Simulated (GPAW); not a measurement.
ZrSe2 in GPAW: the effect of Hubbard term

ZrSe2:

```
CELL_PARAMETERS angstrom
3.79800 0.00000 0.00000
-1.89900 3.28916 0.00000
0.00000 0.00000 6.19200
ATOMIC_POSITIONS crystal
Zr 0.00000 0.00000 0.00000
Se 0.66667 0.33333 0.75000
Se 0.33333 0.66667 0.25000
```

Alike in all runs:

| Property | Result |
| --- | --- |
| Program | GPAW 26.7.0 |
| Task | dielectric tensor |
| Functional | PBE |
| Potentials or basis | GPAW PAW data sets (gpaw-data 1.2.1) |
| Cutoff | 400 eV |
| Basis | pw |
| k mesh | 7 × 7 × 4 |
| Occupations | fermi-dirac, width 0.001 eV |
| Spin | no spin polarisation |
| Response ecut | 80 eV |
| Maxiter | 150 |
| Response k mesh | 16 × 16 × 9 |
| Response bands | 42 |
| Kernels | ["RPA"] |
| Coarser k mesh | 16 × 16 × 9 |

```tsv
Hubbard term	gap on the mesh (eV)	dielectric constant (mean)
none	0.43	11.53
Zr d U = 2.0 eV	0.72	9.54
Zr d U = 4.0 eV	?	?
Zr d U = 6.0 eV	1.37	7.27
Zr d U = 8.0 eV	1.68	6.61
```

Question: What does the run with Hubbard term Zr d U = 4.0 eV give?

Answer: gap on the mesh 1.04 eV; dielectric constant 8.19 mean.

Worked out: A straight line through the other rows of the gap on the mesh, of slope 0.158 eV per eV, gives 1.05 eV, against the run's 1.04. A parabola through the other rows of the dielectric constant, of slope -0.605  per eV there, gives 8.18 , against the run's 8.19.

Caveats: the long-wavelength limit can be off by several per cent where d states take part; an odd mesh through Γ misses points on the zone boundary, where band edges often lie; response on these states lacks terms of the Hamiltonian (some runs); the gap is small at this level, which inflates the dielectric constant (some runs).
